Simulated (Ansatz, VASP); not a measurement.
## W: VASP beside Ansatz

Contents of INCAR:

```
SYSTEM = W
  ALGO = Fast
  EDIFF = 1E-6
  EDIFFG = -0.05
  ENCUT = 600
  GGA = CA
  IBRION = 2
  ISIF = 3
  ISMEAR = 0
  LASPH = .True.
  LCHARG = .False.
  LREAL = .False.
  LWAVE = .False.
  NELM = 80
  NSW = 100
  PREC = Accurate
  SIGMA = 0.1
```

KPOINTS

```
k-points
0
Gamma
  8 8 8
  0 0 0
```

POSCAR

```
W
1.0
   -1.6007500000      1.6007500000      1.6007500000
    1.6007500000     -1.6007500000      1.6007500000
    1.6007500000      1.6007500000     -1.6007500000
W
1
Direct
    0.0000000000      0.0000000000      0.0000000000
```

Input for Ansatz:

```yaml
crystal:
  lattice:
    - [-1.60075, 1.60075, 1.60075]
    - [1.60075, -1.60075, 1.60075]
    - [1.60075, 1.60075, -1.60075]
  atoms:
    - { symbol: W, position: [0.0, 0.0, 0.0] }
basis:
  ecutwfc: 420
kpoints:
  mp_grid: { grid: [8, 8, 8] }
hamiltonian:
  xc: lda
  pseudopotentials: { kind: paw, azcp: { folder: soft_1 } }
scf:
  occupations: { method: gaussian, width: 0.1 }
output:
  forces: true
  stress: true
  eigenvalues: true
relax:
  adjacent_minimum: "off"
  f_tol: 0.05
  max_steps: 80
  cell: { stress_tol: 0.5 }
```

Alike in both runs: task relaxation of cell and atoms; functional LDA; k mesh 8 × 8 × 8; occupations gaussian, width 0.1 eV; no spin polarisation.

|  | VASP | Ansatz |
| --- | --- | --- |
| version | VASP 6.6.1 | Ansatz 0.2.0 |
| potentials or method | VASP PAW LDA potentials, release 64 (W_sv) | scalar-relativistic, plane waves, PAW |
| plane-wave cutoff (eV) | 600 | 420 |
| valence electrons in the cell | 14 | 14 |

Ansatz gave:

```
gap on the k mesh at the Fermi level, each at its own relaxed structure (eV) : none
relaxed volume (Å³/atom)                                                     : 15.45
relaxed cell length with the largest relative difference (Å)                 : 2.718
energy change over the relaxation (meV/atom)                                 : -57
```

Q: Which values does VASP return?

A: gap on the k mesh at the Fermi level, each at its own relaxed structure (eV): none; relaxed volume (Å³/atom): 15.56; relaxed cell length with the largest relative difference (Å): 2.724; energy change over the relaxation (meV/atom): -47.

A gap of «none» marks a metal or a gap that the smearing closes. Ansatz warned: «pseudo_functional_mismatch».

 Zero-point motion and thermal expansion aren't in these numbers. Spin-orbit coupling is left out, which matters for the levels of W.
